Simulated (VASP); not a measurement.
**Input and output of a VASP r²SCAN single-point calculation on SrCl2 (strained fluorite)**

INCAR

```
LREAL = .FALSE.
ISMEAR = 0
LASPH = .TRUE.
LWAVE = .FALSE.
ISIF = 2
EDIFF = 1E-7
ALGO = Normal
PREC = Accurate
ENCUT = 520
NELM = 120
NBANDS = 19
SIGMA = 0.01
METAGGA = R2SCAN
LCHARG = .FALSE.
IBRION = -1
NSW = 0
```

KPOINTS

```
KPOINTS created by Atomic Simulation Environment
0
Gamma
6 6 6
0 0 0
```

KPOINTS_OPT

```
special points
7
Reciprocal
0.0000000000 0.0000000000 0.0000000000 1
0.5000000000 0.0000000000 0.5000000000 1
0.6250000000 0.2500000000 0.6250000000 1
0.3750000000 0.3750000000 0.7500000000 1
0.5000000000 0.5000000000 0.5000000000 1
0.5000000000 0.2500000000 0.7500000000 1
0.0000000000 0.5000000000 0.5000000000 1
```

POSCAR

```
Sr Cl
 1.0000000000000000
     0.0000000000000000    3.4977180852999998    3.4977180852999998
     3.4802294948000001    0.0000000000000000    3.4977180852999998
     3.4802294948000001    3.4977180852999998    0.0000000000000000
 Sr  Cl
   1   2
Cartesian
  0.0000000000000000  0.0000000000000000  0.0000000000000000
  1.7401147473999998  1.7488590426499997  1.7488590426499997
  5.2203442422000004  5.2465771279499984  5.2465771279499984
```

VASP ran with the recommended PBE PAW datasets (24 valence electrons in the cell).

Command

```
mpirun -np 1 vasp_std
```

From OUTCAR

```
k-points           NKPTS =     30   k-points in BZ     NKDIM =     30   number of bands    NBANDS=     19

   NELECT =      24.0000    total number of electrons

   dimension x,y,z NGX =    40 NGY =   40 NGZ =   40
   dimension x,y,z NGXF=    80 NGYF=   80 NGZF=   80

  energy-cutoff  :      520.00
  volume of cell :       85.15
      direct lattice vectors                 reciprocal lattice vectors
     0.000000000  3.497718085  3.497718085    -0.143668686  0.142950343  0.142950343
     3.480229495  0.000000000  3.497718085     0.143668686 -0.142950343  0.142950343
     3.480229495  3.497718085  0.000000000     0.143668686  0.142950343 -0.142950343

 k-points in reciprocal lattice and weights: KPOINTS created by Atomic Simulation Env
   0.00000000  0.00000000  0.00000000       0.005
   0.16666667  0.00000000  0.00000000       0.037
   0.33333333  0.00000000  0.00000000       0.037
   0.50000000  0.00000000  0.00000000       0.019
   0.16666667  0.16666667  0.00000000       0.019
   0.33333333  0.16666667  0.00000000       0.074
   0.50000000  0.16666667  0.00000000       0.074
  -0.33333333  0.16666667 -0.00000000       0.074
   ...

 E-fermi :  -0.1259

 k-point     1 :       0.0000    0.0000    0.0000
  band No.  band energies     occupation
      1     -34.2007      2.00000
      2     -15.5704      2.00000
      3     -15.5688      2.00000
      4     -15.5688      2.00000
      5     -14.1188      2.00000
      6     -13.2501      2.00000
      7      -2.3905      2.00000
      8      -2.3756      2.00000
      9      -2.3756      2.00000
     10      -0.6011      2.00000
     11      -0.6011      2.00000
     12      -0.5612      2.00000
     13       5.7138      0.00000
     14       6.4318      0.00000
     15       6.4677      0.00000
     16       9.3713      0.00000
     17       9.3713      0.00000
     18       9.3938      0.00000
     19       9.8092      0.00000

 k-point     2 :       0.1667    0.0000    0.0000
  band No.  band energies     occupation
      1     -34.1999      2.00000
      2     -15.6664      2.00000
      3     -15.5732      2.00000
      4     -15.5723      2.00000
      5     -13.9588      2.00000
      6     -13.3078      2.00000
      7      -2.2829      2.00000
      8      -2.2748      2.00000
      9      -2.1964      2.00000
     10      -0.8862      2.00000
     11      -0.7469      2.00000
     12      -0.7222      2.00000
     13       6.2838      0.00000
     14       6.6373      0.00000
     15       6.6670      0.00000
     16       8.4185      0.00000
     17       9.1711      0.00000
     18       9.1712      0.00000
     19      10.2840      0.00000

 k-point     3 :       0.3333    0.0000    0.0000
  band No.  band energies     occupation
      1     -34.1982      2.00000
      2     -15.8152      2.00000
      3     -15.5799      2.00000
      4     -15.5792      2.00000
      5     -13.7396      2.00000
      6     -13.3584      2.00000
      7      -2.0203      2.00000
      8      -2.0196      2.00000
      9      -1.8443      2.00000
     10      -1.3948      2.00000
     11      -1.0738      2.00000
     12      -1.0595      2.00000
     13       6.9584      0.00000
     14       6.9621      0.00000
     15       7.1151      0.00000
     16       8.5379      0.00000
     17       9.0460      0.00000
     18       9.0464      0.00000
     19       9.5104      0.00000

 k-point     4 :       0.5000    0.0000    0.0000
  band No.  band energies     occupation
      1     -34.1974      2.00000
      2     -15.8754      2.00000
      3     -15.5832      2.00000
      4     -15.5826      2.00000
      5     -13.7118      2.00000
      6     -13.3116      2.00000
      7      -1.8143      2.00000
      8      -1.8064      2.00000
      9      -1.7192      2.00000
     10      -1.5801      2.00000
     11      -1.3068      2.00000
     12      -1.3026      2.00000
     13       7.0454      0.00000
     14       7.0541      0.00000
     15       7.9850      0.00000
     16       8.0032      0.00000
     17       9.0874      0.00000
     18       9.0916      0.00000
     19       9.3992      0.00000

 k-point     5 :       0.1667    0.1667    0.0000
  band No.  band energies     occupation
      1     -34.1996      2.00000
      2     -15.6901      2.00000
      3     -15.5785      2.00000
      4     -15.5768      2.00000
      5     -13.9009      2.00000
      6     -13.3308      2.00000
      7      -2.3501      2.00000
      8      -2.3335      2.00000
      9      -1.9290      2.00000
     10      -1.3500      2.00000
     11      -0.5881      2.00000
     12      -0.5477      2.00000
     13       6.3717      0.00000
     14       6.6340      0.00000
     15       6.7208      0.00000
     16       8.7094      0.00000
     17       8.7217      0.00000
     18       9.1740      0.00000
     19       9.4494      0.00000

 k-point     6 :       0.3333    0.1667    0.0000
  band No.  band energies     occupation
      1     -34.1983      2.00000
      2     -15.7980      2.00000
      3     -15.6016      2.00000
      4     -15.5850      2.00000
      5     -13.6802      2.00000
      6     -13.4042      2.00000
      7      -2.2240      2.00000
      8      -2.2084      2.00000
      9      -1.9175      2.00000
     10      -1.4406      2.00000
     11      -0.7474      2.00000
     12      -0.7050      2.00000
     13       6.5430      0.00000
     14       7.0524      0.00000
     15       7.1717      0.00000
     16       8.5490      0.00000
     17       8.6210      0.00000
     18       9.0009      0.00000
     19       9.8950      0.00000

 k-point     7 :       0.5000    0.1667    0.0000
  band No.  band energies     occupation
      1     -34.1972      2.00000
      2     -15.8499      2.00000
      3     -15.6443      2.00000
      4     -15.5877      2.00000
      5     -13.6162      2.00000
      6     -13.3585      2.00000
      7      -2.2566      2.00000
      8      -2.0699      2.00000
      9      -1.9506      2.00000
     10      -1.0849      2.00000
     11      -1.0581      2.00000
     12      -0.9423      2.00000
     13       6.6204      0.00000
     14       7.2277      0.00000
     15       7.8304      0.00000
     16       8.2732      0.00000
     17       8.8280      0.00000
     18       9.3210      0.00000
     19       9.5981      0.00000

 k-point     8 :      -0.3333    0.1667   -0.0000
  band No.  band energies     occupation
      1     -34.1974      2.00000
      2     -15.8248      2.00000
      3     -15.6516      2.00000
      4     -15.5831      2.00000
      5     -13.6191      2.00000
      6     -13.3826      2.00000
      7      -2.3422      2.00000
      8      -1.8785      2.00000
      9      -1.6952      2.00000
     10      -1.4326      2.00000
     11      -1.3506      2.00000
     12      -0.6752      2.00000
     13       6.6320      0.00000
     14       7.1607      0.00000
     15       7.6097      0.00000
     16       8.4417      0.00000
     17       9.0258      0.00000
     18       9.1524      0.00000
     19       9.6656      0.00000

 k-point     9 :      -0.1667    0.1667   -0.0000
  band No.  band energies     occupation
      1     -34.1988      2.00000
      2     -15.7488      2.00000
      3     -15.6065      2.00000
      4     -15.5757      2.00000
      5     -13.7680      2.00000
      6     -13.3759      2.00000
      7      -2.3535      2.00000
      8      -2.0156      2.00000
      9      -1.8197      2.00000
     10      -1.4029      2.00000
     11      -1.1079      2.00000
     12      -0.5647      2.00000
     13       6.6867      0.00000
     14       6.8845      0.00000
     15       6.9074      0.00000
     16       8.4724      0.00000
     17       8.5924      0.00000
     18       9.3779      0.00000
     19      10.3385      0.00000

 k-point    10 :       0.3333    0.3333    0.0000
  band No.  band energies     occupation
      1     -34.1974      2.00000
      2     -15.8719      2.00000
      3     -15.5948      2.00000
      4     -15.5926      2.00000
      5     -13.5130      2.00000
      6     -13.4839      2.00000
      7      -2.5138      2.00000
      8      -2.2384      2.00000
      9      -2.2193      2.00000
     10      -0.8910      2.00000
     11      -0.6137      2.00000
     12      -0.5707      2.00000
     13       6.0829      0.00000
     14       7.4134      0.00000
     15       7.8537      0.00000
     16       8.3222      0.00000
     17       8.4309      0.00000
     18       8.4324      0.00000
     19      10.1380      0.00000

 ...

  Total        0.2134132      0.0678788      0.0678788      0.0000000      0.0000000     -0.0000000
  in kB        4.0153592      1.2771356      1.2771356      0.0000000      0.0000000     -0.0000000
  external PRESSURE =       2.1898768 kB  Pullay stress =       0.0000000 kB

 POSITION                                       TOTAL-FORCE (eV/Angst)
 -----------------------------------------------------------------------------------
      0.00000      0.00000      0.00000        -0.000000      0.000000      0.000000
      1.74011      1.74886      1.74886         0.000000     -0.000000      0.000000
      5.22034      5.24658      5.24658         0.000000      0.000000     -0.000000
 -----------------------------------------------------------------------------------
    total drift:                               -0.000000     -0.000000      0.000000

  FREE ENERGIE OF THE ION-ELECTRON SYSTEM (eV)
  ---------------------------------------------------
  free  energy   TOTEN  =       -35.6962886479 eV

  energy  without entropy=      -35.6962886479  energy(sigma->0) =      -35.69628865
```

| Property | Result |
| --- | --- |
| gap between bands v and c | 5.93 eV |
| least direct gap | 5.97 eV |
| pressure | 0.2 GPa |

Band v is the last that the valence electrons fill when counted band by band, and c is the next.

The run took about 3 min on one core of a shared host (Intel Xeon Platinum 8488C) and held 0.26 GiB at most.
